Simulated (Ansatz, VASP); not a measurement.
# GaAs in VASP and in Ansatz

File INCAR:

```
SYSTEM = GaAs
PREC = Accurate
ENCUT = 520
EDIFF = 1E-7
ISMEAR = 0
SIGMA = 0.023
LREAL = .False.
LASPH = .True.
NELM = 60
ALGO = Fast
ISIF = 2
LWAVE = .False.
LCHARG = .False.
GGA = PE
NBANDS = 16
```

File KPOINTS:

```
Automatic mesh
0
Gamma
  8 8 8
  0 0 0
```

POSCAR

```
GaAs
1.0
    0.0000000000      2.8268500000      2.8268500000
    2.8268500000      0.0000000000      2.8268500000
    2.8268500000      2.8268500000      0.0000000000
As Ga
1 1
Direct
    0.7500000000      0.7500000000      0.7500000000
    0.0000000000      0.0000000000      0.0000000000
```

Contents of input.yaml:

```yaml
crystal:
  lattice:
    - [0.0, 2.82685, 2.82685]
    - [2.82685, 0.0, 2.82685]
    - [2.82685, 2.82685, 0.0]
  atoms:
    - { symbol: As, position: [0.75, 0.75, 0.75] }
    - { symbol: Ga, position: [0.0, 0.0, 0.0] }
hamiltonian:
  xc: pbe
  pseudopotentials: { kind: paw }
kpoints:
  mp_grid: { grid: [8, 8, 8] }
scf:
  occupations: { method: gaussian, width: 0.023 }
output:
  forces: true
  stress: true
  eigenvalues: true
  write_density: true
  write_potential: true
  elf: true
  volumetric_format: npy
```

Alike in both runs: task single point; functional PBE; k mesh 8 × 8 × 8; occupations gaussian, width 0.023 eV; no spin polarisation.

|  | VASP | Ansatz |
| --- | --- | --- |
| version | VASP 6.6.1 | Ansatz 0.2.0 |
| potentials or method | VASP PAW PBE potentials, release 64 (As, Ga_d) | Ansatz PAW |
| plane-wave cutoff (eV) | 520 | 420 |
| valence electrons in the cell | 18 | 28 |

```tsv
	VASP	Ansatz	Ansatz less VASP
gap on the k mesh at the Fermi level (eV)	0.52	0.52	-0.005
least direct gap on the mesh (eV)	0.52	0.52	-0.005
pressure (GPa)	3.5	3.3	-0.19
```

The two sets of potentials don't hold the same shells in valence.

A k mesh can miss the band edges. A hybrid or GW would open this gap; PBE tends to underestimate it.
